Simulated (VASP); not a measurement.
A run of VASP 6.6.1:

Contents of INCAR:

```
SYSTEM = Al
ALGO = Normal
EDIFF = 1E-7
EDIFFG = -0.008
ENCUT = 600
GGA = PE
IBRION = 2
ISIF = 3
ISMEAR = 0
IVDW = 12
LASPH = .TRUE.
LCHARG = .FALSE.
LREAL = .FALSE.
LWAVE = .FALSE.
NELM = 100
NSW = 70
PREC = Accurate
PSTRESS = 250.0
SIGMA = 0.1
```

KPOINTS

```
k-points
0
G
  18 18 10
  0 0 0
```

POSCAR

```
Al
1.0
    2.6512110939      0.0000000000      0.0000000000
   -1.3256055470      2.2960161581      0.0000000000
    0.0000000000      0.0000000000      4.3090017179
Al
2
Direct
    0.6666666667      0.3333333333      0.7500000000
    0.3333333333      0.6666666667      0.2500000000
```

Potentials or basis: VASP PAW PBE potentials, release 64 (Al).

The run is started by

```bash
$ cat potpaw_PBE.64/Al/POTCAR > POTCAR
$ mpirun -np 1 vasp_std > vasp.out
```

Hardware: 1 thread of Intel(R) Xeon(R) Platinum 8488C (Sapphire Rapids), with other jobs on the host.

Task: Estimate the wall time of this run.

Result: Run time: 40 s on 1 thread of Intel(R) Xeon(R) Platinum 8488C (Sapphire Rapids), on a shared host, peak memory 0.19 GiB. Counts: scf iterations 26, k points 222, ion steps 5.
